The vibration frequency of rocksalt TaN predicts the energy of a small displacement to about 1%, but at an amplitude of 0.245 Å it falls 22% short of the computed energy. What fails is the harmonic approximation, which takes the energy to be a parabola in the displacement. The table betrays this in two ways: the energy grows faster than the square of the amplitude, and it depends on the direction of the push.

Rocksalt TaN in Ansatz 0.2.0: scalar-relativistic LDA, PAW, plane waves to 520 eV, 18×18×18 k mesh, Gaussian smearing of 0.15 eV, no spin polarisation. Two normal modes, both at 424 cm⁻¹, are frozen into the fixed two-atom cell; each amplitude is the displacement of N in that mode. Free energies are relative to the relaxed cell with no displacement.

```
second amplitude (Å)  free energy change at first amplitude -0.245 angstrom (meV a cell)  free energy change at first amplitude -0.196 angstrom (meV a cell)  free energy change at first amplitude -0.147 angstrom (meV a cell)  free energy change at first amplitude -0.098 angstrom (meV a cell)  free energy change at first amplitude 0 angstrom (meV a cell)
             -0.2450                                                               752.1                                                               607.8                                                               504.3                                                               434.2                                                          381.4
             -0.1960                                                               607.8                                                               458.9                                                               352.9                                                               281.7                                                          227.2
             -0.1470                                                               504.3                                                               352.9                                                               244.8                                                               173.4                                                          119.3
             -0.0980                                                               434.2                                                               281.7                                                               173.4                                                               102.5                                                           50.2
             -0.0490                                                               394.1                                                               240.6                                                               132.6                                                                62.9                                                           12.1
              0.0000                                                               381.4                                                               227.2                                                               119.3                                                                50.2                                                            0.0
              0.0490                                                               394.1                                                               240.6                                                               132.6                                                                62.9                                                           12.1
              0.0980                                                               434.2                                                               281.7                                                               173.4                                                               102.5                                                           50.2
              0.1470                                                               504.3                                                               352.9                                                               244.8                                                               173.4                                                          119.3
              0.1960                                                               607.8                                                               458.9                                                               352.9                                                               281.7                                                          227.2
              0.2450                                                               752.1                                                               607.8                                                               504.3                                                               434.2                                                          381.4
```

Both amplitudes belong to the same optical vibration, in which the N atoms move against the Ta atoms. The first amplitude is the shift of N along x, the second its shift along z, and the heavy Ta atoms recoil slightly. Each N atom sits midway between two Ta neighbours along each axis, so a push either way costs the same and the rows above the centre mirror those below. The reading can therefore start at rest in the middle row and go down, first in the column for a first amplitude of 0 Å.

From rest to 0.049 Å the parabola works. It reads

E = ½ M ω² A²

where E is the energy, A the amplitude, ω the angular frequency and M the moving mass, which is that of N plus a small share for the recoil of Ta. Frequency and mass together give ½ M ω² = 4.98 eV/Å². The resulting energy at 0.049 Å is 12.0 meV, against 12.1 meV in the table. A single cell treated as one oscillator would have a root-mean-square zero-point amplitude of about 0.05 Å, so on that scale of motion the frequency is a sound guide.

From the 0.098 Å row down to the last row the parabola comes apart, and this can be seen without knowing the frequency. Between 0.098 and 0.196 Å the amplitude doubles, so a parabola would multiply the energy by four. The table goes from 50.2 to 227.2 meV, a factor of 4.5. Doubling the amplitude is a quick test for any such map.

The last row shows the full size of the error:

4.98 eV/Å² × (0.245 Å)² = 0.299 eV = 299 meV

The computed energy is 381.4 meV. The parabola was fixed by the frequency at rest, so this row had no part in setting it.

The likely reason is the way atoms resist being pushed together. The repulsion between N and a Ta neighbour falls off roughly exponentially with distance. When N moves along an axis, it squeezes the contact ahead and stretches the one behind. The squeezed contact hardens faster than the stretched one softens, so the pair as a whole becomes stiffer as N moves out.

In this picture the scale that decides when the parabola fails is the decay length of the repulsion, about 0.18 Å in the fit described below, and not the bond length of 2.17 Å. A shift of 0.245 Å is small beside the bond but comparable with the decay length. This would explain why a displacement that looks modest on a drawing of the crystal already lies outside the harmonic range.

Symmetry fixes the form of the first correction. Because opposite pushes cost the same, no cubic term can appear, and the next term is quartic:

E = ½ M ω² A² + b A⁴

With b = 25.5 eV/Å⁴, set at 0.098 Å alone, the added term at 0.245 Å is 25.5 × 0.245⁴ = 0.092 eV. The total of 391 meV is about 3% above the computed value, so one further term repairs most of the damage. The overshoot shows that the stiffening far out falls behind the quartic law, whereas a bare exponential repulsion would run ahead of it. The cell is held fixed here; if it could strain, it would lower the outer energies and with them the quartic term.

The other columns reveal the second sign of failure. For two equivalent vibrations at right angles, the harmonic energy depends only on the total amplitude. Yet a push of 0.245 Å straight along one axis costs 28.5 meV more than an equally long push made up of 0.147 Å along x and 0.196 Å along z. The straight push brings N to 1.91 Å from the nearest Ta atom, the slanted one only to 1.97 Å. The cost is higher where N heads directly at a neighbour, as the contact picture leads us to expect.

The outermost column puts that picture to a harder test. An exponential repulsion from the six nearest Ta atoms, with its strength and decay length fitted to the column at zero first amplitude, follows that column to within 1 meV, although it starts about 3% too stiff at rest. It then has to predict what happens when both amplitudes are 0.245 Å, an energy outside the fit. The computed energy there is 11 meV less than the sum of the two separate pushes, whereas the fitted repulsion puts it 88 meV below that sum.

The repulsion gives such a large saving because a sideways shift lengthens the squeezed contact and relieves it. In the calculation something offsets most of this relief. When both amplitudes are 0.147 Å it more than offsets it: the combined push costs 6 meV more than the sum. The table does not test what that is. One candidate is the electrostatic attraction between Ta and N, which the fit leaves out; another is the rearrangement of the Ta d and N p electrons as N moves, which a fixed force between pairs of atoms cannot describe. Contact repulsion can thus account for the sense of the stiffening, but its good fit along one axis does not make it a complete account of the bonding.

Along x and z the departures from the sum stay below 3% of the combined energy, so treating the two vibrations as independent is a fair approximation there. It does not carry over to other axes. Two equal pushes along the diagonals between x and z, each made of steps of 0.098 Å, cost 102.5 meV apiece and combine into a single push of 0.196 Å along one axis. That push costs 227.2 meV, which is 22 meV more than the sum. In a harmonic crystal the energies would add for either choice of axes.

The same reasoning carries over to a neighbouring structure. In a zinc-blende crystal each atom has four neighbours at the corners of a tetrahedron, so a push towards a neighbour has no neighbour directly behind it. Pushes towards and away from that neighbour then cost different amounts, and a cubic term comes before the quartic one. In rocksalt the opposing neighbours cancel that term, so the first error of the parabola grows with the fourth power of the amplitude instead of the third.

The printed analysis that follows compares the parabola and the quartic correction with the computed energies row by row. It also sets the coupling computed for two equal pushes, which is their combined energy less the sum of the separate ones, beside the coupling given by the contact repulsion.

Printed output of the fit:

```
fit of E_5 on 11 rows: coefficient of (exp(d/s) + exp(-d/s) + 4*exp((r0 - sqrt(r0**2 + d**2))/s) - 6) 170.7 +/- 0.16, s 0.1797; rms 0.562, worst -0.196 -0.794, leave-one-out rms 0.71
Energies in meV a cell:
     row  computed  parabola  parabola miss %  energy/amplitude^2 eV/A^2  with quartic  quartic miss  coupling  coupling by repulsion
  -0.245     381.4       299            -21.6                      6.354           391         9.602     -10.7                 -87.84
  -0.196     227.2     191.4           -15.76                      5.914         229.1         1.852       4.5                 -33.97
  -0.147     119.3     107.7           -9.763                      5.521         119.6        0.2716       6.2                 -10.26
  -0.098      50.2     47.85            -4.69                      5.227          50.2             0       2.1                 -1.961
  -0.049      12.1     11.96           -1.145                       5.04         12.11      0.008558     0.116                -0.1201
     0.0         0         0                0                      4.982             0             0         0                      0
   0.049      12.1     11.96           -1.145                       5.04         12.11      0.008558     0.116                -0.1201
   0.098      50.2     47.85            -4.69                      5.227          50.2             0       2.1                 -1.961
   0.147     119.3     107.7           -9.763                      5.521         119.6        0.2716       6.2                 -10.26
   0.196     227.2     191.4           -15.76                      5.914         229.1         1.852       4.5                 -33.97
   0.245     381.4       299            -21.6                      6.354           391         9.602     -10.7                 -87.84
Quartic coefficient fixed at 0.098 A, eV/A^4: 25.53
Slope of energy/amplitude^2 against amplitude^2, 0.098 to 0.147 A, eV/A^4: 24.48
The same slope, 0.196 to 0.245 A, eV/A^4: 20.35
Zero-point rms amplitude of one such oscillator, A: 0.05134
Energy at (0.245, 0) less that at (0.147, 0.196), equal total amplitude, meV: 28.5
Shortest Ta-N contact at (0.245, 0), A: 1.91
Shortest Ta-N contact at (0.147, 0.196), A: 1.969
Coupling of the pair turned by 45 degrees, 0.139 A each, meV: 22.2
Curvature term of the fitted repulsion at rest, eV/A^2: 5.123
Curvature term from the frequency, eV/A^2: 4.982
```
